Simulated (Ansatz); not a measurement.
# Step by step: Cu$_{3}$N, 20 steps of 3.0 fs from 500 K

These are results of Ansatz 0.2.0, DFT, PBEsol, all-electron LAPW, scalar-relativistic, not measurements.

Command: `ansatz run input.yaml --threads 2 --pin off --max-ram 6144MiB --backend cpu --events-out ev --progress --plain --runs-dir out` The run took 5.2 min on 2 threads of AMD EPYC 9R45 96-Core Processor (Zen 5) (shared host), peak memory 0.72 GiB.

```yaml
crystal:
  lattice:
    - [3.807, 0.0, 0.0]
    - [0.0, 3.807, 0.0]
    - [0.0, 0.0, 3.807]
  atoms:
    - { symbol: Cu, position: [0.5, 0.0, 0.0] }
    - { symbol: Cu, position: [0.0, 0.5, 0.0] }
    - { symbol: Cu, position: [0.0, 0.0, 0.5] }
    - { symbol: "N", position: [0.0, 0.0, 0.0] }
kpoints:
  mp_grid: { grid: [5, 5, 5] }
scf:
  occupations: { method: fermi_dirac, width: 0.08 }
hamiltonian:
  xc: pbesol
  pseudopotentials: { kind: all_electron, lapw: { basis_error: 0.001 } }
output:
  forces: true
  stress: true
md:
  timestep: 3.0
  n_steps: 20
  ensemble: nvt_langevin
  temperature: 500
  initial_velocities: maxwell_boltzmann
  seed: 629037
```

The cell comes from COD entry 1010167, which wasn't checked; take it as a given geometry. It is an old determination, and later ones may differ.

Each frame lists Cartesian positions (Å) and forces (eV/Å). Free energies count from the first step, -136477.1902 eV.

Step 0 (t = 0.0 fs): E = 0.0 meV, T = 375 K

```
Cu    1.9035    0.0000    0.0000     0.000   0.000   0.000
Cu    0.0000    1.9035    0.0000     0.000   0.000   0.000
Cu    0.0000    0.0000    1.9035     0.000   0.000   0.000
N     0.0000    0.0000    0.0000     0.000   0.000   0.000
```

Step 1 (t = 3.0 fs):

```
Cu    1.8943   -0.0071    0.0033
Cu    0.0132    1.9054    0.0073
Cu   -0.0073    0.0064    1.8998
N     0.0053    0.0040   -0.0132
```

Step 2 (t = 6.0 fs): E = +12.1 meV, T = 383 K

```
Cu    1.8856   -0.0119    0.0078     0.518   0.032  -0.033
Cu    0.0266    1.9071    0.0168    -0.079   0.026  -0.052
Cu   -0.0158    0.0128    1.8972     0.007  -0.018  -0.246
N     0.0093    0.0058   -0.0251    -0.446  -0.040   0.331
```

Step 3 (t = 9.0 fs): E = +20.7 meV, T = 411 K

```
Cu    1.8804   -0.0151    0.0125     0.577   0.042  -0.049
Cu    0.0401    1.9081    0.0279    -0.117   0.063  -0.083
Cu   -0.0265    0.0187    1.8948     0.020  -0.028  -0.370
N     0.0064    0.0091   -0.0370    -0.479  -0.077   0.503
```

Step 4 (t = 12.0 fs): E = +25.9 meV, T = 403 K

```
Cu    1.8763   -0.0162    0.0166     0.483   0.049  -0.065
Cu    0.0527    1.9093    0.0391    -0.155   0.106  -0.115
Cu   -0.0387    0.0257    1.8921     0.034  -0.039  -0.431
N    -0.0041    0.0128   -0.0453    -0.362  -0.117   0.610
```

Step 5 (t = 15.0 fs): E = +28.5 meV, T = 437 K

```
Cu    1.8732   -0.0169    0.0202     0.280   0.057  -0.081
Cu    0.0635    1.9119    0.0505    -0.192   0.098  -0.149
Cu   -0.0522    0.0329    1.8881     0.051  -0.048  -0.394
N    -0.0201    0.0148   -0.0493    -0.139  -0.107   0.624
```

Step 6 (t = 18.0 fs): E = +31.0 meV, T = 384 K

```
Cu    1.8722   -0.0174    0.0238     0.044   0.066  -0.096
Cu    0.0721    1.9155    0.0621    -0.223   0.044  -0.183
Cu   -0.0672    0.0388    1.8827     0.076  -0.055  -0.243
N    -0.0353    0.0153   -0.0482     0.103  -0.055   0.523
```

Step 7 (t = 21.0 fs): E = +37.3 meV, T = 436 K

```
Cu    1.8742   -0.0180    0.0280    -0.165   0.077  -0.109
Cu    0.0804    1.9209    0.0726    -0.247  -0.067  -0.212
Cu   -0.0837    0.0443    1.8787     0.111  -0.059  -0.084
N    -0.0452    0.0142   -0.0447     0.302   0.049   0.406
```

Step 8 (t = 24.0 fs): E = +46.6 meV, T = 459 K

```
Cu    1.8780   -0.0199    0.0331    -0.322   0.093  -0.123
Cu    0.0905    1.9276    0.0825    -0.269  -0.207  -0.234
Cu   -0.1001    0.0506    1.8756     0.151  -0.062   0.127
N    -0.0496    0.0127   -0.0370     0.440   0.176   0.230
```

Step 9 (t = 27.0 fs): E = +57.6 meV, T = 277 K

```
Cu    1.8812   -0.0221    0.0364    -0.406   0.108  -0.132
Cu    0.1000    1.9330    0.0926    -0.288  -0.314  -0.254
Cu   -0.1142    0.0566    1.8733     0.187  -0.067   0.335
N    -0.0505    0.0120   -0.0282     0.508   0.273   0.051
```

Step 10 (t = 30.0 fs): E = +67.1 meV, T = 310 K

```
Cu    1.8828   -0.0243    0.0377    -0.404   0.124  -0.133
Cu    0.1070    1.9387    0.1027    -0.303  -0.429  -0.269
Cu   -0.1272    0.0624    1.8744     0.220  -0.071   0.441
N    -0.0479    0.0110   -0.0214     0.487   0.376  -0.039
```

Step 11 (t = 33.0 fs): E = +75.6 meV, T = 312 K

```
Cu    1.8838   -0.0279    0.0380    -0.317   0.145  -0.132
Cu    0.1139    1.9449    0.1123    -0.315  -0.536  -0.280
Cu   -0.1409    0.0681    1.8764     0.256  -0.074   0.498
N    -0.0407    0.0114   -0.0163     0.377   0.465  -0.086
```

Step 12 (t = 36.0 fs): E = +82.8 meV, T = 390 K

```
Cu    1.8845   -0.0323    0.0382    -0.172   0.168  -0.132
Cu    0.1215    1.9498    0.1219    -0.330  -0.560  -0.294
Cu   -0.1567    0.0718    1.8787     0.300  -0.072   0.504
N    -0.0302    0.0163   -0.0142     0.202   0.464  -0.077
```

Step 13 (t = 39.0 fs): E = +90.1 meV, T = 379 K

```
Cu    1.8845   -0.0367    0.0394     0.057   0.195  -0.132
Cu    0.1302    1.9548    0.1312    -0.349  -0.506  -0.306
Cu   -0.1721    0.0742    1.8827     0.347  -0.066   0.445
N    -0.0156    0.0264   -0.0141    -0.056   0.378  -0.007
```

Step 14 (t = 42.0 fs): E = +102.7 meV, T = 354 K

```
Cu    1.8834   -0.0402    0.0413     0.347   0.222  -0.131
Cu    0.1402    1.9600    0.1389    -0.373  -0.425  -0.315
Cu   -0.1853    0.0764    1.8883     0.393  -0.058   0.267
N     0.0012    0.0387   -0.0196    -0.366   0.261   0.178
```

Step 15 (t = 45.0 fs): E = +120.9 meV, T = 238 K

```
Cu    1.8806   -0.0418    0.0436     0.604   0.244  -0.125
Cu    0.1505    1.9641    0.1450    -0.404  -0.319  -0.320
Cu   -0.1956    0.0772    1.8954     0.425  -0.047   0.054
N     0.0137    0.0515   -0.0261    -0.625   0.121   0.391
```

Step 16 (t = 48.0 fs): E = +139.8 meV, T = 237 K

```
Cu    1.8766   -0.0411    0.0447     0.812   0.260  -0.113
Cu    0.1594    1.9674    0.1518    -0.435  -0.142  -0.323
Cu   -0.2020    0.0759    1.9027     0.440  -0.030  -0.105
N     0.0214    0.0682   -0.0286    -0.817  -0.088   0.542
```

Step 17 (t = 51.0 fs): E = +156.5 meV, T = 235 K

```
Cu    1.8742   -0.0383    0.0444     0.895   0.273  -0.098
Cu    0.1680    1.9706    0.1594    -0.462   0.092  -0.325
Cu   -0.2070    0.0765    1.9098     0.448  -0.016  -0.217
N     0.0233    0.0883   -0.0280    -0.881  -0.349   0.640
```

Step 18 (t = 54.0 fs): E = +172.9 meV, T = 290 K

```
Cu    1.8726   -0.0340    0.0435     0.908   0.281  -0.080
Cu    0.1782    1.9718    0.1653    -0.486   0.389  -0.315
Cu   -0.2123    0.0808    1.9169     0.459  -0.012  -0.251
N     0.0221    0.1096   -0.0220    -0.881  -0.658   0.646
```

Step 19 (t = 57.0 fs): E = +189.3 meV, T = 238 K

```
Cu    1.8717   -0.0285    0.0416     0.858   0.288  -0.059
Cu    0.1874    1.9733    0.1686    -0.504   0.698  -0.293
Cu   -0.2171    0.0855    1.9241     0.469  -0.007  -0.246
N     0.0178    0.1314   -0.0127    -0.823  -0.979   0.598
```

Step 20 (t = 60.0 fs): E = +194.5 meV, T = 285 K

```
Cu    1.8724   -0.0239    0.0389     0.628   0.302  -0.034
Cu    0.1959    1.9770    0.1705    -0.528   0.866  -0.270
Cu   -0.2235    0.0883    1.9319     0.478   0.003  -0.224
N     0.0039    0.1468   -0.0010    -0.578  -1.172   0.528
```

Q: Give the energy and forces of step 1.

A: E = +3.3 meV, T = 399 K
```
Cu    1.8943   -0.0071    0.0033     0.275   0.019  -0.017
Cu    0.0132    1.9054    0.0073    -0.040   0.028  -0.025
Cu   -0.0073    0.0064    1.8998     0.002  -0.009  -0.127
N     0.0053    0.0040   -0.0132    -0.238  -0.038   0.168
```

Q: What is the mean temperature over the last 11 frames?

A: 297 K; so short a run of so small a cell isn't equilibrated.
